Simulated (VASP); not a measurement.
Input of a VASP 6.6.1 run:

The input POSCAR:

```
SnO
1.0
    3.8020000000      0.0000000000      0.0000000000
    0.0000000000      3.8020000000      0.0000000000
    0.0000000000      0.0000000000      4.8360000000
Sn O
2 2
Direct
    0.0000000000      0.5000000000      0.2385000000
    0.5000000000      0.0000000000      0.7615000000
    0.0000000000      0.0000000000      0.0000000000
    0.5000000000      0.5000000000      0.0000000000
```

The input INCAR.step1:

```
ALGO     = Normal         # electronic algorithm
EDIFF    = 1E-7           # SCF threshold, eV
ENCUT    = 520            # plane-wave cutoff, eV
GGA      = PE             # functional
ISIF     = 2              # what is computed and relaxed
ISMEAR   = 0              # smearing method
LASPH    = True           # aspherical terms in the spheres
LCHARG   = True           # write CHGCAR
LREAL    = False          # projectors in reciprocal space
LWAVE    = False          # write WAVECAR
NELM     = 60             # most SCF steps
PREC     = Accurate       # precision mode
SIGMA    = 0.02           # smearing width, eV
```

Contents of KPOINTS.step1:

```
k-points
0
Gamma
  8 8 6
```

Contents of INCAR.step2:

```
ALGO     = Normal         # electronic algorithm
EDIFF    = 1E-7           # SCF threshold, eV
ENCUT    = 520            # plane-wave cutoff, eV
GGA      = PE             # functional
ICHARG   = 11             # starting density
ISIF     = 2              # what is computed and relaxed
ISMEAR   = 0              # smearing method
LASPH    = True           # aspherical terms in the spheres
LCHARG   = False          # write CHGCAR
LREAL    = False          # projectors in reciprocal space
LWAVE    = False          # write WAVECAR
NELM     = 60             # most SCF steps
PREC     = Accurate       # precision mode
SIGMA    = 0.05           # smearing width, eV
```

Contents of KPOINTS.step2:

```
path GXMGZRAZ,XR,MA
15
line-mode
reciprocal
 0.0000000000  0.0000000000  0.0000000000  G
 0.0000000000  0.5000000000  0.0000000000  X

 0.0000000000  0.5000000000  0.0000000000  X
 0.5000000000  0.5000000000  0.0000000000  M

 0.5000000000  0.5000000000  0.0000000000  M
 0.0000000000  0.0000000000  0.0000000000  G

 0.0000000000  0.0000000000  0.0000000000  G
 0.0000000000  0.0000000000  0.5000000000  Z

 0.0000000000  0.0000000000  0.5000000000  Z
 0.0000000000  0.5000000000  0.5000000000  R

 0.0000000000  0.5000000000  0.5000000000  R
 0.5000000000  0.5000000000  0.5000000000  A

 0.5000000000  0.5000000000  0.5000000000  A
 0.0000000000  0.0000000000  0.5000000000  Z

 0.0000000000  0.5000000000  0.0000000000  X
 0.0000000000  0.5000000000  0.5000000000  R

 0.5000000000  0.5000000000  0.0000000000  M
 0.5000000000  0.5000000000  0.5000000000  A
```

Potentials or basis: VASP PAW PBE potentials, release 64 (Sn_d, O).

Command:

```sh
$ cat potpaw_PBE.64/Sn_d/POTCAR potpaw_PBE.64/O/POTCAR > POTCAR
$ cp INCAR.step1 INCAR
$ cp KPOINTS.step1 KPOINTS
$ mpirun -np 1 vasp_std > vasp.out
$ cp INCAR.step2 INCAR
$ cp KPOINTS.step2 KPOINTS
$ mpirun -np 1 vasp_std > vasp.out
```

Estimate the band gap along the path.

0.02 eV, indirect (least direct gap 1.96 eV).

What does it give for the band gap on the k mesh?

0.03 eV, indirect (least direct gap 1.95 eV).

Levels at the corners of the path, in eV from the valence-band top:
```csv
point,band 16,band 17,band 18,band 19,band 20,band 21,band 22,band 23,band 24
Γ,-6.33,-3.54,-3.22,-3.22,0.00,2.09,4.37,4.64,4.64
X,-5.07,-4.90,-4.90,-2.77,-2.77,3.17,3.17,5.89,5.89
X,-5.07,-4.90,-4.90,-2.77,-2.77,3.17,3.17,5.89,5.90
M,-5.20,-2.56,-2.56,-1.93,-1.93,0.02,0.02,4.43,4.43
M,-5.20,-2.56,-2.56,-1.93,-1.93,0.02,0.02,4.43,4.43
Γ,-6.33,-3.54,-3.22,-3.22,0.00,2.09,4.37,4.64,4.64
Γ,-6.33,-3.54,-3.22,-3.22,0.00,2.09,4.37,4.64,4.64
Z,-3.60,-3.24,-3.24,-3.14,-2.28,1.69,2.92,2.92,3.66
Z,-3.60,-3.24,-3.24,-3.14,-2.28,1.69,2.92,2.92,3.66
R,-5.53,-4.86,-4.86,-1.79,-1.79,2.56,2.56,5.39,5.39
R,-5.53,-4.86,-4.86,-1.79,-1.79,2.56,2.56,5.39,5.39
A,-5.66,-2.73,-2.73,-2.56,-2.56,2.29,2.29,4.03,4.03
A,-5.66,-2.73,-2.73,-2.56,-2.56,2.29,2.29,4.03,4.03
Z,-3.60,-3.24,-3.24,-3.14,-2.28,1.69,2.92,2.92,3.66
X,-5.07,-4.90,-4.90,-2.77,-2.77,3.17,3.17,5.89,5.93
R,-5.53,-4.86,-4.86,-1.79,-1.79,2.56,2.56,5.39,5.39
M,-5.20,-2.56,-2.56,-1.93,-1.93,0.02,0.02,4.43,4.43
A,-5.66,-2.73,-2.73,-2.56,-2.56,2.29,2.29,4.03,4.03
```

Caveat: the log is that of the step along the path at fixed density, whose energy, stress, charges and moments have no meaning; spin-orbit coupling is left out, which moves the levels of the heavy elements.
